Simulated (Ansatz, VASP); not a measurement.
**SnO2 in VASP and in Ansatz**

```
Sn O
1.0
     4.70605    0.00000    0.00000
     0.00000    4.70648    0.00000
     0.00000    0.00000    3.20265
Sn O
2 4
Cartesian
  2.3530 2.3532 1.6013
  0.0000 0.0000 0.0000
  1.4378 1.4387 0.0000
  3.7909 0.9146 1.6013
  0.9152 3.7919 1.6013
  3.2682 3.2678 0.0000
```

Alike in both runs: functional PBE; k mesh 6 × 6 × 8; occupations gaussian, width 0.02 eV; no spin polarisation.

Ansatz relaxed the structure, and its values are those at the end. VASP's run is a single point on that final structure, the one shown.

```csv
,VASP,Ansatz
version,VASP 6.6.1,Ansatz 0.2.0
potentials or method,"VASP PAW PBE potentials, release 64 (Sn_d, O)","scalar-relativistic, plane waves, PAW"
plane-wave cutoff (eV),520,420
valence electrons in the cell,52,52
```

Ansatz gave:

| Item | Value |
| --- | --- |
| gap on the k mesh at the Fermi level (eV) | 1.31 |
| least direct gap on the mesh (eV) | 1.31 |
| pressure (GPa) | 12.3 |
| rms of the force components (eV/Å) | 0.000 |

Problem. Estimate VASP's values.

Solution. gap on the k mesh at the Fermi level (eV): 1.30; least direct gap on the mesh (eV): 1.30; pressure (GPa): 13.0; rms of the force components (eV/Å): 0.006.

With one functional, cell and mesh, what is left measures potentials, basis and numerics.

Caveats: spin-orbit coupling is left out, which moves the levels of the heavy elements. PBE gaps usually lie below the measured ones, often by a third to a half.
